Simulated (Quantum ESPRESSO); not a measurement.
KF (Carobbiite) under changes of volume

One of the cells (19.074 Å³/atom); the others are scaled copies at fixed shape and fractional positions:

```
K F
1.0
     0.00000    2.67185    2.67185
     2.67185    0.00000    2.67185
     2.67185    2.67185    0.00000
K F
1 1
Direct
  0.00000 0.00000 0.00000
  0.50000 0.50000 0.50000
```

| Property | Result |
| --- | --- |
| Program | Quantum ESPRESSO 7.5 |
| Functional | PBE |
| Potentials or basis | SSSP 1.3 efficiency PBE |
| Cutoff | 816 eV |
| Density cutoff | 6531 eV |
| k mesh | 9 × 9 × 9 |
| Occupations | fermi-dirac, width 0.05 eV |
| Spin | no spin polarisation |

| volume (Å³/atom) | energy over the lowest point (meV/atom) | pressure (GPa) | gap on the mesh (eV) |
| --- | --- | --- | --- |
| 17.929 | 21.83 | 3.9 | 6.51 |
| 18.311 | 13.65 | 2.9 | 6.40 |
| 18.692 | ? | ? | ? |
| 19.074 | 3.43 | 1.3 | 6.18 |
| 19.455 | 0.96 | 0.7 | 6.07 |
| 19.837 | 0.00 | 0.1 | 5.97 |
| 20.218 | 0.40 | -0.5 | 5.88 |

What does the run at 18.692 Å³/atom give?

Energy over the lowest point 7.59 meV/atom; pressure 2.1 GPa; gap on the mesh 6.28 eV.

Worked out: A Birch-Murnaghan fit of order 3 (a polynomial in V^(-2/3)) to the other rows has its minimum at 19.91 Å³/atom with B0 = V·E''(V) = 29 GPa and B' = 4.7. It gives 7.60 meV/atom at 18.692 Å³/atom, against the run's 7.59, and -dE/dV = 2.1 GPa, against 2.1. A straight line through the other rows of the gap, of slope -5.3 eV per unit of ln V (its deformation potential), gives 6.29 eV, against the run's 6.28.

Energies are extrapolated to zero smearing.

Caveats: an odd mesh through Γ misses points on the zone boundary, where band edges often lie.
